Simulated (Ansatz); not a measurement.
Predict the output of the script below (Ansatz 0.2.0, Python API).

The script, `kconv_knbo3.py`:
```python
"""k-point test for KNbO3."""

import warnings

import ansatz
import pandas as pd


def main() -> None:
    warnings.simplefilter("ignore", ansatz.DeckWarning)

    lattice = ansatz.Lattice.of(
        [4.029183, 0.0, 0.0],
        [0.0, 4.029183, 0.0],
        [0.0, 0.0, 4.029183],
    )
    sites = [
        ("K", [0.0, 0.0, 0.0]),
        ("Nb", [0.5, 0.5, 0.5]),
        ("O", [0.0, 0.5, 0.5]),
        ("O", [0.5, 0.0, 0.5]),
        ("O", [0.5, 0.5, 0.0]),
    ]
    structure = ansatz.Crystal(lattice=lattice)
    for symbol, position in sites:
        structure = structure.atom(symbol, position)

    calc = (
        structure.calculation()
        .basis(380)
        .mixing("anderson", beta=0.2)
        .occupations("Fixed")
        .accuracy("medium")
        .functional("pbe", dispersion="d3bj")
        .forces()
        .stress()
    )

    rows = []
    for value in [(2, 2, 2), (3, 3, 3), (4, 4, 4), (5, 5, 5), (6, 6, 6), (7, 7, 7)]:
        data = calc.kpoints(*value).run().report
        rows.append((value, data["free_energy_ev"] / len(data["lattice"]["sites"]), data["n_iterations"], sum(data["stress_gpa"][i][i] for i in range(3)) / 3, max(abs(f) for row in data["forces_ev_ang"] for f in row), data["n_kpoints"]))

    table = pd.DataFrame(rows, columns=["mesh", "F/atom (eV)", "iterations", "P (GPa)", "max component (eV/A)", "k-points"])
    print(table.round(5).to_string(index=False))

    # the last row is the reference
    for row in rows[:-1]:
        shift = 1000 * (row[1] - rows[-1][1])
        print(f"{row[0]}: {shift:+.2f} meV/atom" + ("  (within 1 meV)" if abs(shift) < 1 else ""))


if __name__ == "__main__":
    main()
```

```console
$ python kconv_knbo3.py
     mesh  F/atom (eV)  iterations  P (GPa)  max component (eV/A)  k-points
(2, 2, 2)  -1559.52108          10 -1.54193                   0.0         4
(3, 3, 3)  -1559.69662           9 -3.08566                   0.0         4
(4, 4, 4)  -1559.72155           8 -3.26523                   0.0        10
(5, 5, 5)  -1559.72624           8 -3.28837                   0.0        10
(6, 6, 6)  -1559.72728           8 -3.29184                   0.0        20
(7, 7, 7)  -1559.72757           8 -3.28783                   0.0        20
(2, 2, 2): +206.50 meV/atom
(3, 3, 3): +30.95 meV/atom
(4, 4, 4): +6.03 meV/atom
(5, 5, 5): +1.34 meV/atom
(6, 6, 6): +0.29 meV/atom  (within 1 meV)
```

From 6×6×6 on it stays within 1 meV an atom of the value at 7×7×7; the first row (2×2×2) is off by 206.5 meV and the last but one by 0.29 meV. The pressure moves from -1.54 to -3.29 GPa.

Notes:
- The cutoff lies under the one recommended for these potentials.
- No spin polarisation was allowed.
- Under the recommended cutoff a pressure can be off by several GPa, even in sign.
- Forces vanish by symmetry here and test nothing.
- This is a high-temperature or high-pressure form, not the ambient phase.
- Pressure is positive in compression.
- This cell is a computed structure, which may not be the phase found in nature.
- Shifts are counted from the finest mesh, which is itself no proven limit.
- The script silences the warnings on its input, which a real study should read.
- Wall time of the script: 6.3 s on 1 thread of Arm Neoverse V2, with other jobs on the host, peak memory 0.43 GiB.

(Lines on the test bed's own set-up are left out of the output.)
